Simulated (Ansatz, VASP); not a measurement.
**Two plane-wave programs on F**

```
F
1.0
     3.10862   -1.75815   -0.23976
     3.10862    1.75815   -0.23976
    -2.34597    0.00000    7.04444
F
4
Direct
  0.08485 0.08485 0.09400
  0.91515 0.91515 0.90600
  0.50157 0.50157 0.59372
  0.49843 0.49843 0.40628
```

Change from the starting cell: volume 18.756 Å^3 an atom, stretch along a over the lengths across it, relative to the relaxed cell 1.0162.

Alike in both runs: task single point; functional PBEsol; k mesh 4 × 4 × 2; occupations gaussian, width 0.05 eV; no spin polarisation.

```csv
,VASP,Ansatz
version,VASP 6.6.1,Ansatz 0.2.0
potentials or method,"VASP PAW PBE potentials, release 64 (F)","scalar-relativistic, plane waves, PAW"
plane-wave cutoff (eV),520,520
valence electrons in the cell,28,28
```

Ansatz gave:

| Quantity | Value |
| --- | --- |
| gap on the k mesh at the Fermi level (eV) | 3.27 |
| least direct gap on the mesh (eV) | 3.37 |
| pressure (GPa) | 1.2 |
| largest component of the traceless stress (GPa) | 1.92 |
| rms of the force components (eV/Å) | 0.351 |

**Question.** Which values does VASP return?

**Answer.** gap on the k mesh at the Fermi level (eV): 3.19; least direct gap on the mesh (eV): 3.28; pressure (GPa): 1.7; largest component of the traceless stress (GPa): 3.40; rms of the force components (eV/Å): 0.620.

Atom by atom the forces differ by 0.269 eV/Å (rms over components).

Caveats: the k mesh is coarse (spacing up to 0.52 Å⁻¹), so the values aren't converged; the PAW data sets were made with another functional, which shifts forces and pressure a little (VASP). A k mesh can miss the band edges.
